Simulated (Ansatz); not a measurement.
# CaO: the cost of one run

Program: Ansatz 0.2.0. Level of theory: DFT PBE, scalar-relativistic, plane waves, PAW. These are calculated values, not measurements.

1 further run of the same task is left out (set aside as unsound or not needed).

## (1) The starting structure

Symmetry: Fm-3m, No. 225, cubic system. Conventional cell: a = 4.830 Å, b = 4.830 Å, c = 4.830 Å, α = 90.00°, β = 90.00°, γ = 90.00°. Around Ca (site symmetry m-3m) lie 6 O at 2.42 Å. O (site symmetry m-3m) has 6 Ca at 2.42 Å as nearest neighbours.

As a file:

```xyz
2
Lattice="0.0000 2.4151 2.4151 2.4151 0.0000 2.4151 2.4151 2.4151 0.0000" Properties=species:S:1:pos:R:3 pbc="T T T"
Ca    0.0000    0.0000    0.0000
O     2.4151    2.4151    2.4151
```

It is the result of an earlier relaxation at this level (volume 14.09 Å³/atom; gap on the mesh: 3.66 eV).

## (2) Bands, states and charges

Input file input.yaml:

```yaml
crystal:
  lattice:
    - [0.0, 2.4150559802, 2.4150559802]
    - [2.4150559802, 0.0, 2.4150559802]
    - [2.4150559802, 2.4150559802, 0.0]
  atoms:
    - { symbol: Ca, position: [0.0, 0.0, 0.0] }
    - { symbol: O, position: [0.5, 0.5, 0.5] }
basis:
  ecutwfc: 420
kpoints:
  mp_grid: { grid: [8, 8, 8] }
  band_path:
    path:
      - [[0.0, 0.0, 0.0], [0.5, 0.0, 0.5], [0.625, 0.25, 0.625]]
      - [[0.375, 0.375, 0.75], [0.0, 0.0, 0.0], [0.5, 0.5, 0.5], [0.5, 0.25, 0.75], [0.5, 0.0, 0.5]]
    npoints: 14
hamiltonian:
  xc: pbe
scf:
  occupations: { method: gaussian, width: 0.02 }
  n_extra_bands: 6
output:
  forces: true
  stress: true
  eigenvalues: true
  populations: true
  dos: { projected: true, de: 0.02, nscf_kmesh: { grid: [12, 12, 12] } }
  bader: true
  write_density: true
  write_potential: true
  elf: true
  volumetric_format: npy
```

Launch:

```sh
$ ansatz run input.yaml --threads 1 --pin off --max-ram 2560MiB --backend cpu --events-out ev --progress --plain --runs-dir out
```

**Question.** How long does this run take on 1 thread of Arm Neoverse V2, shared host, and how much memory does it need?

About 8.4 s, with a peak of 0.27 GiB.
